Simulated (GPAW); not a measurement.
Runs of GPAW 26.7.0 on Se. The structure is trigonal, space group P3_121 (No. 152). Conventional cell: a = 4.366 Å, b = 4.366 Å, c = 4.954 Å, α = 90.00°, β = 90.00°, γ = 120.00°. Around Se (site symmetry 2) lie 2 Se at 2.37 Å. 

```csv
task,level,potentials or basis,spin,k mesh,cutoff (eV),smearing,maxiter,band path,band points,spin axis theta (degrees),spin axis phi (degrees),gap on the mesh (eV),pressure (GPa),largest force (eV/Å)
band structure,PBEsol,"PAW data sets generated in the run's folder for this functional, pw","SOC, no magnetisation",7 × 7 × 6,600,fermi-dirac 0.05 eV,150,"GMKGALHA,LM,KH",80,90,0,1.08,0.2,0.31
dielectric tensor,PBE,"GPAW PAW data sets (gpaw-data 1.2.1), pw",off,6 × 6 × 5,450,fermi-dirac 0.001 eV,150,-,-,-,-,1.31,-,-
single point,LDA,"the program's PAW data sets (release 1.2.1) made for this functional, pw",off,6 × 6 × 5,450,fermi-dirac 0.05 eV,120,-,-,-,-,1.18,(a),0.24
single point,PBE,"GPAW PAW data sets (gpaw-data 1.2.1), pw",off,6 × 6 × 5,450,fermi-dirac 0.05 eV,120,-,-,-,-,1.31,2.7,0.42
dielectric tensor,LDA,"the program's PAW data sets (release 1.2.1) made for this functional, pw",off,6 × 6 × 5,450,fermi-dirac 0.001 eV,150,-,-,-,-,1.18,-,-
band structure,PBEsol,"PAW data sets generated in the run's folder for this functional, pw",off,7 × 7 × 6,600,fermi-dirac 0.05 eV,150,"GMKGALHA,LM,KH",80,-,-,(b),0.2,0.31
```

Alike in all rows: cell as given.

**Question.** Estimate the missing entries.

**Answer.** (a) -1.4; (b) 1.14.

Caveats: an odd mesh through Γ misses points on the zone boundary, where band edges often lie (some runs); the mesh misses the band edges, which the band path finds closer together (some runs); the long-wavelength limit can be off by a per cent or two (some runs); the cutoff is short for stress and forces, so pressures can be off by a GPa or more (some runs); spin-orbit coupling was added after a scalar SCF, so levels and gaps hold it while energy, forces, pressure and moments don't (some runs); this program's spin-orbit splittings come out too wide for heavy elements (some runs).

A k mesh can miss the band edges, and rows without SOC leave out spin-orbit coupling on Se.
